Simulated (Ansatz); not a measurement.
Two G0W0 runs on InSe/InSe (GaSe type bilayer).

The cell holds 8 atoms: 4 In and 4 Se. Cell: a = 3.957 Å, b = 3.957 Å, c = 50.100 Å, α = 90.0°, β = 90.0°, γ = 120.0°. It derives from In1Se1. Regions: layer 1 (InSe), 4 atoms (2 In and 2 Se); layer 2 (InSe), 4 atoms (2 In and 2 Se). Vacuum lies along c.

```xyz
8
Lattice="3.9572 0.0000 0.0000 -1.9786 3.4270 0.0000 0.0000 0.0000 50.1000" Properties=species:S:1:pos:R:3
In    0.0000    2.2847   22.3809
In    0.0000    2.2847   19.6287
Se    1.9786    1.1423   23.6715
Se    1.9786    1.1423   18.3325
In    1.9786    1.1423   30.4714
In    1.9786    1.1423   27.7190
Se    0.0000    0.0000   31.7675
Se    0.0000    0.0000   26.4267
```

The structure was relaxed with PBEsol-D3(BJ). The runs that relaxed it are not among those shown.

The first (Ansatz 0.2.0; start PBEsol, 6×6×1 mesh, 1103 empty bands, screening to 80 eV, PAW set soft_1 files; 1 × NVIDIA H100 80GB HBM3 (shared by 6 runs) with 2 threads of AMD EPYC 7R13 (Zen 3), shared host) gave, on its mesh: starting gap 1.17 eV, G0W0 gap 2.09 eV, mean of 1 + 4πα/V (set by the cell height) 2.78, 2.2 min.

The second gave: starting gap 1.17 eV, G0W0 gap 2.05 eV, mean of 1 + 4πα/V (set by the cell height) 2.81, 75 s.

Q: What was changed in the input? Choose among start, files, mesh, bands and cutoff, frequency model or another key.

Changed: empty bands from 1103 to 450 and screening cutoff (eV) from 80.0 to 44. The starting gap stayed, which rules out the functional and points to the GW step. Other changes could give like numbers; this is the one that was made.

Limits: not at the basis limit; coarse mesh for a sheet; no spin-orbit coupling.

[Paths, hosts, dates, memory and timing lines, banners, echoed tables and standing remarks are left out of the program output.]

[Logs are printed without paths, hosts, clocks, repeated set-up lines and the standing remarks that a program may print on its own settings, such as how far it seeks lower states.]

[Runs of the session that timed out or met a known fault of the program may be left out.]

[Cells called generated may have been cut or substituted from an entry of the Crystallography Open Database or the Materials Project.]

[Hosts, paths, dates, database ids (printed as entryN), source tags and the programs' standing remarks are cut or masked in the printed files.]
